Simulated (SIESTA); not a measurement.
Bi under changes of volume

One of the cells (41.718 Å³/atom); the others are scaled copies at fixed shape and fractional positions:

```
Bi
1.0
    -4.47922    4.47922    2.07931
     4.47922   -4.47922    2.07931
     4.47922    4.47922   -2.07931
Bi
4
Direct
  0.14566 0.35434 0.50000
  0.85434 0.64566 0.50000
  0.64566 0.14566 0.79131
  0.35434 0.85434 0.20869
```

This isn't the form of Bi at room conditions, which is rhombohedral.

* Program: SIESTA 5.4.2
* Functional: PBEsol
* Potentials or basis: PseudoDojo 0.4 standard (PBEsol files)
* Basis: DZP (energy shift 0.003 Ry; two zetas on semicore shells)
* Grid cutoff: 500 Ry
* Energy shift: 0.003 Ry
* k mesh: 7 × 7 × 7
* Occupations: fermi-dirac, width 0.05 eV
* Spin: no spin polarisation

```tsv
volume (Å³/atom)	energy over the lowest point (meV/atom)	pressure (GPa)	largest force (eV/Å)
38.446	?	?	?
39.264	0.67	0.6	0.165
40.082	0.00	-0.3	0.089
41.718	11.12	-1.8	0.057
42.536	22.00	-2.5	0.114
43.354	36.00	-3.0	0.172
```

Problem. What does the run at 38.446 Å³/atom give?

Solution. Energy over the lowest point 6.04 meV/atom; pressure 1.6 GPa; largest force 0.255 eV/Å.

Worked out: A Birch-Murnaghan fit of order 3 (a polynomial in V^(-2/3)) to the other rows has its minimum at 39.79 Å³/atom with B0 = V·E''(V) = 43 GPa and B' = 4.4 at fixed shape and positions, which overstates the stiffness. It gives 6.13 meV/atom at 38.446 Å³/atom, against the run's 6.04, and -dE/dV = 1.6 GPa, against 1.6.

Energies are extrapolated to zero smearing.

Caveats: the basis of atomic orbitals isn't converged, which shifts pressures, moduli and gaps.
